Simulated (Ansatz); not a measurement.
Consider the hydrogen abstraction from the Sb–H bond: `[SbH3]` + `F[C](F)F`• → `[SbH2]`• + `FC(F)F`.

Calculated with Ansatz (gas phase, PBE0-D4/def2-TZVP geometries, no zero-point term in ΔE). CCSD(T)/CBS adds triple-zeta CCSD(T) − MP2 to the extrapolated MP2 energy (def2 sets, frozen cores). This one scheme is used for every species. Functionals use def2-TZVPP. Open shells (•) are unrestricted, without spin–orbit coupling. def2 core potentials past Kr. For Sb outer-core shells are correlated without core-valence functions, which leaves a few kJ/mol of doubt a bond.

```tsv
level	ΔE (kcal/mol)
r2SCANh-D4	-39.0
ωB97X-V	-40.7
```

**Question.** What does CCSD(T)/CBS give? (An estimate is asked.)

**Answer.** Ansatz gave: -42.6 kcal/mol. The listed levels differ from it by 3.6, 1.9 kcal/mol.

Largest T1 diagnostic among the species: 0.014.

From r2SCAN to r2SCAN0 (25 % exact exchange), in def2-TZVPP and without D4, ΔE moves by −1.3 kcal/mol. In def2-TZVPP, CCSD(T) changes the Hartree–Fock value by −1.8 kcal/mol (the triples alone add +0.4 kcal/mol) and MP2 by −3.4 kcal/mol.

CCSD(T)/CBS has its own doubt, a few kJ/mol and more with outer-core shells, so smaller differences from it don't rank the levels.
